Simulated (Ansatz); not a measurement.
Cu Kα1 powder pattern (kinematic, no thermal factors).
2θ (°) (relative intensity): 36.55 (71), 41.21 (100), 52.66 (24), 66.26 (6), 68.97 (42), 77.69 (7), 78.12 (15), 89.06 (10), 89.47 (10)

The pattern is computed from a structure relaxed with DFT PBE, scalar-relativistic, plane waves, PAW (Ansatz). No spin polarisation. Its elements are Al.

Problem. Give the structure.

Solution. Al.
Space group I4/mmm (No. 139). a = 3.474 Å, b = 3.474 Å, c = 2.819 Å, α = 90.00°, β = 90.00°, γ = 90.00°
| atom | site | symmetry | x | y | z |
| --- | --- | --- | --- | --- | --- |
| Al | 2b | 4/mmm | 0.0000 | 0.0000 | 0.5000 |

A pattern alone doesn't exclude other cells with like lines; this is the one computed.

The cell was found from a structure generator's guess, not taken from experiment.
